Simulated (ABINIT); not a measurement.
# In2O3 (R-3c) in ABINIT: band structure with PBEsol

Aim: the band structure of In2O3 with PBEsol.

All numbers are computed with ABINIT 10.8.3 (patched build); they aren't measurements. Logs are shortened: lines on timing, memory, paths and dates and some standing lists are left out, and cuts for length are marked. The log counts tension as positive stress, the text compression.

**What was measured.**

“Fabrication and performance enhancement of an In2O3/BiVO4 heterojunction for N-butanol gas sensing applications”, 2024, pmc:11650617 reports, for a powder of In2O3: band gap 3.08 eV (optical).

The results are compared with them further down.

## 1. The crystal as given

It takes space group R-3c (No. 167, trigonal). The conventional cell has a = 5.487 Å, b = 5.487 Å, c = 14.510 Å, α = 90.00°, β = 90.00°, γ = 120.00°. Around In (site symmetry 3) lie 6 O at 2.12 to 2.26 Å. Around O (site symmetry 2) lie 4 In at 2.12 to 2.26 Å.

## 2. Band structure, PBEsol

Contents of run.abi:

```
# Datasets: ground state, then fixed potential
ndtset 2

# Pseudopotentials
pp_dirpath "./"
pseudos "In.GGA_PBE-JTH.xml, O.GGA_PBE-JTH.xml"

# Structure
acell 3*1.0 Angstrom
rprim
     2.7435000000     1.5839604635     4.8366666667
    -2.7435000000     1.5839604635     4.8366666667
     0.0000000000    -3.1679209270     4.8366666667
ntypat 2
znucl 49 8
natom 10
typat 1 1 1 1 2 2 2 2 2 2
xred
     0.8573100000     0.8573100000     0.8573100000
     0.6426900000     0.6426900000     0.6426900000
     0.1426900000     0.1426900000     0.1426900000
     0.3573100000     0.3573100000     0.3573100000
     0.0480000000     0.7500000000     0.4520000000
     0.7500000000     0.4520000000     0.0480000000
     0.4520000000     0.0480000000     0.7500000000
     0.9520000000     0.2500000000     0.5480000000
     0.2500000000     0.5480000000     0.9520000000
     0.5480000000     0.9520000000     0.2500000000

# Plane-wave basis
ecut 625.861884 eV
pawecutdg 45.0
pawxcdev 0

# Exchange and correlation
ixc -116133

# Bands and occupations
occopt 3
tsmear 0.00183747

# SCF cycle
nstep 100

# Output
iomode 3
prtwf 0
prteig 0
prtebands 0
enunit 1
prtden1 1

# Dataset 1
kptopt1 1
ngkpt1 5 5 5
nshiftk1 1
shiftk1 0.0 0.0 0.0
nband1 53
tolvrs1 1.0e-9

# Dataset 2: bands along G-L-B1
iscf2 -2
getden2 1
nband2 59
nbdbuf2 4
tolwfr2 1.0e-11
kptopt2 -2
ndivsm2 6
prteig2 1
kptbounds2
     0.0000000000     0.0000000000     0.0000000000
     0.5000000000     0.0000000000     0.0000000000
     0.5000000000     0.2381665116    -0.2381665116
```

Potentials or basis: JTH PAW PBE v2.0.

Command:

```console
$ abinit run.abi > log 2>&1
```

run.abo:

```text
.Version 10.8.3 of ABINIT
 DATASET    1 : space group R-3 c (#167); Bravais hR (rhombohedral)
================================================================================
 Values of the parameters that define the memory need for DATASET  1.
     intxc =       0    ionmov =       0      iscf =      17    lmnmax =      18
     lnmax =       6     mgfft =      48  mpssoang =       3    mqgrid =    3001
     natom =      10  nloc_mem =       2    nspden =       1   nspinor =       1
    nsppol =       1      nsym =      12    n1xccc =       1    ntypat =       2
    occopt =       3   xclevel =       2
       mpw =        4496          nfft =      110592          nkpt =          19
 PAW method is used; the additional fine FFT grid is defined by:
   mgfftf=        72    nfftf =    373248
================================================================================
================================================================================

 DATASET    2 : space group R-3 c (#167); Bravais hR (rhombohedral)
================================================================================
 Values of the parameters that define the memory need for DATASET  2.
     intxc =       0    ionmov =       0      iscf =      -2    lmnmax =      18
     lnmax =       6     mgfft =      48  mpssoang =       3    mqgrid =    3001
     natom =      10  nloc_mem =       2    nspden =       1   nspinor =       1
    nsppol =       1      nsym =      12    n1xccc =       1    ntypat =       2
    occopt =       3   xclevel =       2
       mpw =        4496          nfft =      110592          nkpt =          15
 PAW method is used; the additional fine FFT grid is defined by:
   mgfftf=        72    nfftf =    373248
================================================================================
================================================================================

--------------------------------------------------------------------------------
------------- Echo of variables that govern the present computation ------------
--------------------------------------------------------------------------------
 -outvars: echo values of preprocessed input variables --------
            acell      1.8897261259E+00  1.8897261259E+00  1.8897261259E+00 Bohr
              amu      1.14820000E+02  1.59994000E+01
             ecut      2.30000000E+01 Hartree
           enunit           1
           getden1          0
           getden2          1
             iscf1         17
             iscf2         -2
              ixc     -116133
           jdtset        1    2
           kptopt1          1
           kptopt2         -2
         kptrlatt        5    0    0      0    5    0      0    0    5
          kptrlen1     5.18446363E+01
          kptrlen2     3.00000000E+01
            natom          10
            nband1         53
            nband2         59
           nbdbuf1          0
           nbdbuf2          4
           ndtset           2
           ndivsm1          0
           ndivsm2          6
            ngfft          48      48      48
          ngfftdg          72      72      72
             nkpt1         19
             nkpt2         15
            nstep         100
             nsym          12
           ntypat           2
           occopt           3
        pawecutdg      4.50000000E+01 Hartree
         pawxcdev           0
        prtebands           0
           prteig1          0
           prteig2          1
            prtwf           0
            rprim      2.7435000000E+00  1.5839604635E+00  4.8366666667E+00
                      -2.7435000000E+00  1.5839604635E+00  4.8366666667E+00
                       0.0000000000E+00 -3.1679209270E+00  4.8366666667E+00
           shiftk1     0.00000000E+00  0.00000000E+00  0.00000000E+00
           shiftk2     5.00000000E-01  5.00000000E-01  5.00000000E-01
          spgroup         167
           tolvrs1     1.00000000E-09
           tolvrs2     0.00000000E+00
           tolwfr1     0.00000000E+00
           tolwfr2     1.00000000E-11
[... 651 lines left out ...]
...

 Integrated electronic density in atomic spheres:
 ------------------------------------------------
 Atom  Sphere_radius  Integrated_density
    1        2.50645         11.25375721
    2        2.50645         11.25375721
    3        2.50645         11.25375721
    4        2.50645         11.25375721
    5        1.41465          4.52058240
    6        1.41465          4.52058240
    7        1.41465          4.52058240
    8        1.41465          4.52058240
    9        1.41465          4.52058240
   10        1.41465          4.52058240

================================================================================

 ----iterations are completed or convergence reached----

 Mean square residual over all n,k,spin=   50.741E-13; max=  99.474E-13
 reduced coordinates (array xred) for   10 atoms
       0.857310000000      0.857310000000      0.857310000000
       0.642690000000      0.642690000000      0.642690000000
       0.142690000000      0.142690000000      0.142690000000
       0.357310000000      0.357310000000      0.357310000000
       0.048000000000      0.750000000000      0.452000000000
       0.750000000000      0.452000000000      0.048000000000
       0.452000000000      0.048000000000      0.750000000000
       0.952000000000      0.250000000000      0.548000000000
       0.250000000000      0.548000000000      0.952000000000
       0.548000000000      0.952000000000      0.250000000000

 cartesian coordinates (angstrom) at end:
    1     -0.00000000000000    -0.00000000000000    12.43956810008573
    2      0.00000000000000    -0.00000000000000     9.32543190006427
    3     -0.00000000000000    -0.00000000000000     2.07043190001427
    4     -0.00000000000000    -0.00000000000000     5.18456810003573
    5     -1.92593700000000    -0.16789980913100     6.04583333337500
    6      0.81756300000000     1.75186027263100     6.04583333337500
    7      1.10837400000000    -1.58396046350000     6.04583333337500
    8      1.92593700000000     0.16789980913100     8.46416666672500
    9     -0.81756300000000    -1.75186027263100     8.46416666672500
   10     -1.10837400000000     1.58396046350000     8.46416666672500
 length scales=  1.889726125908  1.889726125908  1.889726125908 bohr
              =  1.000000000000  1.000000000000  1.000000000000 angstroms
 Eigenvalues (   eV  ) for nkpt=  15  k points:
 kpt#   1, nband= 59, wtk=  1.00000, kpt=  0.0000  0.0000  0.0000 (reduced coord)
 -13.28448  -12.36309  -12.36309  -12.14791  -12.14791  -12.05388   -7.94824   -7.94824
  -7.78863   -7.78863   -7.78075   -7.65533   -7.62699   -7.62699   -7.57711   -7.57711
  -7.52048   -7.52048   -7.40969   -7.39806   -7.39806   -7.38747   -7.09277   -7.09277
  -6.35932   -6.35932   -1.41768   -1.04004    0.20605    0.20605    0.95948    1.23606
   1.64651    1.64651    1.76510    3.53226    3.53226    3.83340    3.94753    3.94753
   4.05389    4.05389    4.29761    4.29761    5.51098    9.79349   10.52355   11.59668
  13.40973   13.40973   13.43274   13.72313   14.13282   14.13282   14.70318   15.02840
  15.02840   16.44878   16.45100
 kpt#   2, nband= 59, wtk=  1.00000, kpt=  0.0625  0.0000  0.0000 (reduced coord)
 -13.27309  -12.36193  -12.36100  -12.15762  -12.15035  -12.05821   -7.94508   -7.94392
  -7.79479   -7.79018   -7.77461   -7.66122   -7.62519   -7.62033   -7.57978   -7.57697
  -7.52460   -7.52071   -7.40126   -7.39788   -7.39559   -7.38982   -7.09659   -7.09045
  -6.37819   -6.36443   -1.40165   -1.04604    0.14256    0.26864    0.90061    1.33969
   1.55749    1.72261    1.89088    3.38508    3.51989    3.76126    3.89509    3.92444
   4.06818    4.11683    4.25673    4.28582    5.68058    9.84682   10.49942   11.55455
  13.02984   13.37003   13.63654   13.69688   14.25196   14.31294   14.69279   15.02073
[... 104 lines left out ...]
  -6.57728   -6.57728   -0.39671   -0.39671    0.00731    0.00731    1.31299    1.31299
   1.66339    1.66339    2.58924    2.58924    3.00065    3.00065    3.52644    3.52644
   4.04689    4.04689    4.18824    4.18824    9.70054    9.70054   10.18368   10.18368
  11.93936   11.93936   13.56270   13.56270   14.67556   14.67556   15.15561   15.15561
  16.66714   16.66835   17.08704
 kpt#  15, nband= 59, wtk=  1.00000, kpt=  0.5000  0.2382 -0.2382 (reduced coord)
 -12.66986  -12.66986  -12.35315  -12.35315  -12.15284  -12.15284   -7.88780   -7.88780
  -7.79564   -7.79564   -7.75184   -7.75184   -7.72081   -7.72081   -7.54237   -7.54237
  -7.49924   -7.49924   -7.39503   -7.39503   -7.35448   -7.35448   -7.24703   -7.24703
  -6.52338   -6.52338   -0.40460   -0.40460    0.10754    0.10754    1.22356    1.22356
   1.72455    1.72455    2.54861    2.54861    2.97562    2.97562    3.52847    3.52847
   3.98063    3.98063    4.17720    4.17720    9.85324    9.85324   10.18407   10.18407
  11.90915   11.90915   13.48357   13.48357   14.72424   14.72424   15.36908   15.36908
  16.62783   16.68968   16.85441

== END DATASET(S) ==============================================================
================================================================================

 -outvars: echo values of variables after computation  --------
            acell      1.8897261259E+00  1.8897261259E+00  1.8897261259E+00 Bohr
           etotal1    -3.2886179429E+02
            fcart1    -6.3002725070E-20  3.2547192713E-19 -9.3930070520E-04
                      -2.1888983978E-19  8.8820282812E-20  9.3930070520E-04
                       5.6830565203E-20  8.8820282812E-20  9.3930070520E-04
                       4.5417492179E-20 -1.6931152382E-19 -9.3930070520E-04
                      -1.4679956753E-03 -2.5426430950E-03 -1.9921602728E-20
                      -1.4679956753E-03  2.5426430950E-03 -1.0482146975E-19
                       2.9359913506E-03 -9.0209594130E-21  4.3343465131E-20
                       1.4679956753E-03  2.5426430950E-03  8.4973732889E-20
                       1.4679956753E-03 -2.5426430950E-03  6.1453382658E-20
                      -2.9359913506E-03 -7.1470284471E-20  2.1708665972E-20
            rprim      2.7435000000E+00  1.5839604635E+00  4.8366666667E+00
                      -2.7435000000E+00  1.5839604635E+00  4.8366666667E+00
                       0.0000000000E+00 -3.1679209270E+00  4.8366666667E+00
           strten1    -6.5133880867E-05 -6.5133880435E-05 -3.5167462997E-05
                       0.0000000000E+00  0.0000000000E+00  0.0000000000E+00
           xangst     -1.3056533658E-16 -7.4681224912E-18  1.2439568100E+01
                       6.0977539071E-17 -1.1082578078E-16  9.3254319001E+00
                      -2.8289131024E-17 -2.1708874017E-17  2.0704319000E+00
                      -1.3064391925E-17 -7.4681224912E-18  5.1845681000E+00
                      -1.9259370000E+00 -1.6789980913E-01  6.0458333334E+00
                       8.1756300000E-01  1.7518602726E+00  6.0458333334E+00
                       1.1083740000E+00 -1.5839604635E+00  6.0458333334E+00
                       1.9259370000E+00  1.6789980913E-01  8.4641666667E+00
                      -8.1756300000E-01 -1.7518602726E+00  8.4641666667E+00
                      -1.1083740000E+00  1.5839604635E+00  8.4641666667E+00
             xred      8.5731000000E-01  8.5731000000E-01  8.5731000000E-01
                       6.4269000000E-01  6.4269000000E-01  6.4269000000E-01
                       1.4269000000E-01  1.4269000000E-01  1.4269000000E-01
                       3.5731000000E-01  3.5731000000E-01  3.5731000000E-01
                       4.8000000000E-02  7.5000000000E-01  4.5200000000E-01
                       7.5000000000E-01  4.5200000000E-01  4.8000000000E-02
                       4.5200000000E-01  4.8000000000E-02  7.5000000000E-01
                       9.5200000000E-01  2.5000000000E-01  5.4800000000E-01
                       2.5000000000E-01  5.4800000000E-01  9.5200000000E-01
                       5.4800000000E-01  9.5200000000E-01  2.5000000000E-01
 Calculation completed.
```

Wall time 7.6 min (1 thread of Arm Neoverse V1, shared host); peak memory 0.31 GiB.

Results:

| Quantity | Value |
| --- | --- |
| Free energy | -8948.7853 eV |
| Pressure | 1.6 GPa |
| Largest force | 0.151 eV/Å |
| Band gap on the k mesh | 1.18 eV, indirect (least direct gap 1.21 eV) |
| Band gap along the path | 1.18 eV, indirect (least direct gap 1.21 eV) |
| Valence electrons inside the program's atomic spheres | In 11.25; O 4.52 |

Forces on the atoms (eV/Å):
```
In   0.000  0.000 -0.048
In   0.000  0.000  0.048
In   0.000  0.000  0.048
In   0.000  0.000 -0.048
O   -0.075 -0.131  0.000
O   -0.075  0.131  0.000
O    0.151  0.000  0.000
O    0.075  0.131  0.000
O    0.075 -0.131  0.000
O   -0.151  0.000  0.000
```

Levels at the corners of the path, in eV from the valence-band top:
| point | band 42 | band 43 | band 44 | band 45 | band 46 | band 47 |
| --- | --- | --- | --- | --- | --- | --- |
| Γ | -0.28 | -0.03 | -0.03 | 1.18 | 5.46 | 6.19 |
| L | -0.77 | -0.07 | -0.07 | 4.90 | 4.90 | 5.81 |
| B1 | -0.35 | -0.15 | -0.15 | 5.52 | 5.52 | 5.85 |

Caveat: the PAW data sets were made with another functional, which shifts forces and pressure a little; spin-orbit coupling is left out, which moves the levels of the heavy elements.

## 3. How close it comes

Step 2. A measured gap of In2O3 is 3.08 eV (optical; powder; “Fabrication and performance enhancement of an In2O3/BiVO4 heterojunction for N-butanol gas sensing applications”, 2024, pmc:11650617); the calculated 1.18 eV misses it by -1.90 eV. So large a miss can be the level of theory's own, or it may mean another phase, state or a wrong row. Spin-orbit coupling on In is left out. The value is that of PBEsol, without temperature or zero-point motion. Semilocal functionals fall short of measured gaps as a rule.
